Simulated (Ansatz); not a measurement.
This Ansatz 0.2.0 run on Tc needs a look.

File input.yaml:

```yaml
crystal:
  lattice:
    - [2.7393552909, 0.0, 0.0]
    - [-1.3696776454, 2.3723512719, 0.0]
    - [0.0, 0.0, 8.76968444]
  atoms:
    - { symbol: Tc, position: [0.6666666667, 0.3333333333, 0.75] }
    - { symbol: Tc, position: [0.0, 0.0, 0.5] }
    - { symbol: Tc, position: [0.3333333333, 0.6666666667, 0.25] }
    - { symbol: Tc, position: [0.0, 0.0, 0.0] }
hamiltonian:
  xc: pbesol
  pseudopotentials: { kind: paw }
kpoints:
  mp_grid: { grid: [1, 1, 1] }
scf:
  occupations: { method: fermi_dirac, width: 0.05 }
  max_iter: 60
output:
  forces: true
  stress: true
  eigenvalues: true
relax:
  f_tol: 0.01
  max_steps: 40
  cell: { stress_tol: 0.05 }
```

Potentials or basis: Ansatz PAW.

Launch:

```console
$ ansatz run input.yaml --threads 2 --pin off --max-ram 5632MiB --backend cpu --events-out ev --progress --plain --runs-dir out
```

Output:

```text
Warning: RAYON_NUM_THREADS=2 ignored (pool sized by the plan → 2); use --threads N
The last accepted step is kept in <dir> (removed where the run ends without a failure and the disk answers)
Engine: ansatz 0.2.0, aarch64-unknown-linux-gnu
Pseudopotentials: kind: paw
Pseudopotential: Tc, paw, valence charge 15, recommended cutoff 500 eV (normal), Tc.paw.azcp
Functional definition: PBEsol
  exchange = pbesol_x
  correlation = pbesol_c
Crystal: 4 atoms, lattice volume = 56.992 Å³
Basis set: ecut = 500 eV, 1399 PW (Γ), exchange–correlation on 40×40×128 points (8 copies of the dense FFT grid, shifted against one another)
Bands: 36, of which v1, the nominal top of the filled ones, is band 30 counted from 1 (29 counted from 0)
Symmetry: 24 space group operations
Space group: P63/mmc (ITA 194), of the structure as read, at distance tolerance 3.8e-5 Å
k-points: 1
Non-local potential: Tc, projectors of the file, l = 0: 3, l = 1: 3, l = 2: 2, l = 3: 2
PAW form: soft (Blöchl's): semilocal exchange-correlation on the pseudo side does not see the compensation charge
PAW frozen core: Tc, regenerated for the run's functional, and the local potential with it (the file was generated under x = pbe(κ = 0.804, μ = 0.2195149727645171), c = pbe(β = 0.06672455060314922))
PAW one-centre angular grid: Tc, 590 points (default); XC on 64 Gauss nodes
Initial density: superposition of atomic densities (chi_scale 0.1, normalization cell)
[... 190 lines left out ...]
  atom   1  Tc     0.00000000     0.00000000     0.00000000
  atom   2  Tc     0.00000000    -0.00000000     0.00000000
  atom   3  Tc    -0.00000000    -0.00000000    -0.00000000
  atom   4  Tc     0.00000000    -0.00000000    -0.00000000
  max |Σ_I F_I| component: 2.15e-26 eV/Å
--- Stress (GPa, compression-positive) ---
        0.004331       0.000000      -0.000000
        0.000000       0.004331       0.000000
       -0.000000       0.000000      -0.015761
  P = ⅓ Tr σ = -0.0024 GPa (-0.024 kbar)
[... 2 lines left out ...]
--- Relaxed structure (9 steps of the walk, 9 accepted, 2 SCFs on fresh bases) ---
  F+E_penalty+E_count = -21349.00309999 eV   max|allowed force component| = 2.046e-26 eV/Å   (the final SCF, on the basis selected at the relaxed cell)
  cell:  # Å, volume = 67.8795 Å³
    - [2.9175990451355442, -3.0745857135596335e-11, 1.9992873127859243e-34]
    - [-1.4587995225411454, 2.5267148911599753, -1.1233174851129471e-34]
    - [4.937493454339042e-34, -7.31480511753932e-35, 9.20781692576409]
  atoms:
    - { symbol: Tc, position: [0.6666666666666667, 0.33333333333333326, 0.7500000000000001] }
    - { symbol: Tc, position: [1.9340313785027744e-33, 1.3318975389493716e-35, 0.5] }
    - { symbol: Tc, position: [0.33333333333333337, 0.6666666666666667, 0.25] }
    - { symbol: Tc, position: [1.3803638353179538e-33, -8.667904586446979e-36, -1.4011717713067012e-36] }
```

Problem. Diagnose the run.

Solution. The run converged. The input holds a flaw that was put in on purpose: one k-point for a small cell (kpoints.mp_grid.grid = 1 × 1 × 1). The program doesn't stop on it, so the numbers can't be trusted though the run ends normally.

A sound run on the same cell differs in these lines of the main input:
```diff
@@ -15 +15 @@
-  mp_grid: { grid: [1, 1, 1] }
+  mp_grid: { grid: [11, 11, 3] }
@@ -18 +17,0 @@
-  max_iter: 60
```
